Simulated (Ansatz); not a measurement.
Geometry optimisation in Ansatz: input, command and trajectory.

```yaml
crystal:
  lattice:
    - [-3.1581952945, 3.3054904289, 3.3054907775]
    - [3.1581952945, -3.3054904289, 3.3054907775]
    - [3.1581952945, 3.3054904289, -3.3054907775]
  atoms:
    - { symbol: Sn, position: [0.9999415049, 0.2499415049, 0.75] }
    - { symbol: Sn, position: [5.84951e-05, 0.7500584951, 0.25] }
    - { symbol: Sn, position: [0.5, 0.5, 0.5] }
    - { symbol: Sn, position: [0.5, 0.0, 0.0] }
    - { symbol: O, position: [0.1939319177, 0.1939750963, 0.5000431786] }
    - { symbol: O, position: [0.6939902436, 0.750058551, 0.9439316926] }
    - { symbol: O, position: [0.1939319177, 0.6938887391, 0.9999568214] }
    - { symbol: O, position: [0.3061268583, 0.750058551, 0.5560683074] }
    - { symbol: O, position: [0.6938731417, 0.249941449, 0.4439316926] }
    - { symbol: O, position: [0.3060097564, 0.249941449, 0.0560683074] }
    - { symbol: O, position: [0.8060680823, 0.3061112609, 4.31786e-05] }
    - { symbol: O, position: [0.8060680823, 0.8060249037, 0.4999568214] }
basis:
  ecutwfc: 420
kpoints:
  mp_grid: { grid: [6, 6, 6] }
hamiltonian:
  xc: lda
scf:
  occupations: { method: gaussian, width: 0.02 }
output:
  forces: true
  stress: true
  eigenvalues: true
relax:
  adjacent_minimum: "off"
  f_tol: 0.01
  max_steps: 30
  cell: { stress_tol: 0.1, fix: [volume] }
```

```bash
ansatz run input.yaml --threads 2 --pin off --max-ram 5120MiB --backend cpu --events-out ev --progress --plain --runs-dir out
```

Theory: DFT LDA, scalar-relativistic, plane waves, PAW in Ansatz 0.2.0.

The volume is held at 0.97 times that of the relaxed cell.

Of 5 frames 4 are shown, positions in Å and forces in eV/Å; the SCF threshold varies from step to step. Steps run on the plane waves of an earlier cell, with a Pulay correction in the pressure. The basis is chosen afresh for the last frame, the zero of the energies, and at times for earlier ones too; energy and pressure can step there, also at an unchanged geometry. Where two frames share a geometry here, they differ by under 2 meV/atom and 0.3 GPa.

```xyz
12
Lattice="-3.1582 3.3055 3.3055 3.1582 -3.3055 3.3055 3.1582 3.3055 -3.3055" Properties=species:S:1:pos:R:3:forces:R:3 pbc="T T T" step=1 free_energy_over_end_meV_per_atom=0.41 pressure_GPa=7.08
Sn    0.0000    4.9582    1.6524    0.0000    0.0000    0.0010
Sn    3.1582   -1.6527    1.6531    0.0000    0.0000   -0.0010
Sn    1.5791    1.6527    1.6527    0.0000    0.0000    0.0000
Sn   -1.5791    1.6527    1.6527    0.0000    0.0000    0.0000
O     1.5794    1.6527   -0.3707   -0.0003    0.0000    0.1068
O     3.1582    2.9348    1.6531    0.0000    0.1069   -0.0002
O     4.7370    1.6527   -0.3707    0.0003    0.0000    0.1068
O     3.1582    0.3707    1.6531    0.0000   -0.1069   -0.0002
O     0.0000    2.9348    1.6524    0.0000    0.1069    0.0002
O     0.0000    0.3707    1.6524    0.0000   -0.1069    0.0002
O    -1.5788    1.6527    3.6762   -0.0003    0.0000   -0.1068
O     1.5788    1.6527    3.6762    0.0003    0.0000   -0.1068
12
Lattice="-3.1702 3.2992 3.2992 3.1702 -3.2992 3.2992 3.1702 3.2992 -3.2992" Properties=species:S:1:pos:R:3:forces:R:3 pbc="T T T" step=2 free_energy_over_end_meV_per_atom=0.08 pressure_GPa=6.85
Sn    0.0000    4.9488    1.6493    0.0000    0.0000    0.0008
Sn    3.1702   -1.6496    1.6499    0.0000    0.0000   -0.0008
Sn    1.5851    1.6496    1.6496    0.0000    0.0000    0.0000
Sn   -1.5851    1.6496    1.6496    0.0000    0.0000    0.0000
O     1.5853    1.6496   -0.3703   -0.0001    0.0000    0.0832
O     3.1702    2.9289    1.6499    0.0000    0.0832   -0.0002
O     4.7552    1.6496   -0.3703    0.0001    0.0000    0.0832
O     3.1702    0.3703    1.6499    0.0000   -0.0832   -0.0002
O     0.0000    2.9289    1.6493    0.0000    0.0832    0.0002
O     0.0000    0.3703    1.6493    0.0000   -0.0832    0.0002
O    -1.5849    1.6496    3.6695   -0.0001    0.0000   -0.0832
O     1.5849    1.6496    3.6695    0.0001    0.0000   -0.0832
12
Lattice="-3.1721 3.2982 3.2982 3.1721 -3.2982 3.2982 3.1721 3.2982 -3.2982" Properties=species:S:1:pos:R:3:forces:R:3 pbc="T T T" step=3 free_energy_over_end_meV_per_atom=-0.01 pressure_GPa=6.71
Sn    0.0000    4.9474    1.6489    0.0000    0.0000    0.0005
Sn    3.1721   -1.6491    1.6493    0.0000    0.0000   -0.0005
Sn    1.5861    1.6491    1.6491    0.0000    0.0000    0.0000
Sn   -1.5861    1.6491    1.6491    0.0000    0.0000    0.0000
O     1.5862    1.6491   -0.3666   -0.0002    0.0000   -0.0148
O     3.1721    2.9316    1.6493    0.0000   -0.0147   -0.0001
O     4.7580    1.6491   -0.3666    0.0002    0.0000   -0.0148
O     3.1721    0.3666    1.6493    0.0000    0.0147   -0.0001
O     0.0000    2.9316    1.6489    0.0000   -0.0147    0.0001
O     0.0000    0.3666    1.6489    0.0000    0.0147    0.0001
O    -1.5859    1.6491    3.6648   -0.0002    0.0000    0.0148
O     1.5859    1.6491    3.6648    0.0002    0.0000    0.0148
12
Lattice="-3.1724 3.2981 3.2981 3.1724 -3.2981 3.2981 3.1724 3.2981 -3.2981" Properties=species:S:1:pos:R:3:forces:R:3 pbc="T T T" step=5 free_energy_over_end_meV_per_atom=0.00 pressure_GPa=6.72
Sn    0.0000    4.9471    1.6489    0.0000    0.0000    0.0003
Sn    3.1724   -1.6490    1.6492    0.0000    0.0000   -0.0003
Sn    1.5862    1.6490    1.6490    0.0000    0.0000    0.0000
Sn   -1.5862    1.6490    1.6490    0.0000    0.0000    0.0000
O     1.5863    1.6490   -0.3672   -0.0001    0.0000    0.0007
O     3.1724    2.9309    1.6492    0.0000    0.0007   -0.0001
O     4.7585    1.6490   -0.3672    0.0001    0.0000    0.0007
O     3.1724    0.3672    1.6492    0.0000   -0.0007   -0.0001
O     0.0000    2.9309    1.6489    0.0000    0.0007    0.0001
O     0.0000    0.3672    1.6489    0.0000   -0.0007    0.0001
O    -1.5861    1.6490    3.6652   -0.0001    0.0000   -0.0007
O     1.5861    1.6490    3.6652    0.0001    0.0000   -0.0007
```

It took 74 s on 2 threads of Oxide Virtual Turin-like Processor (Zen 5), on a shared host, peak memory 0.66 GiB.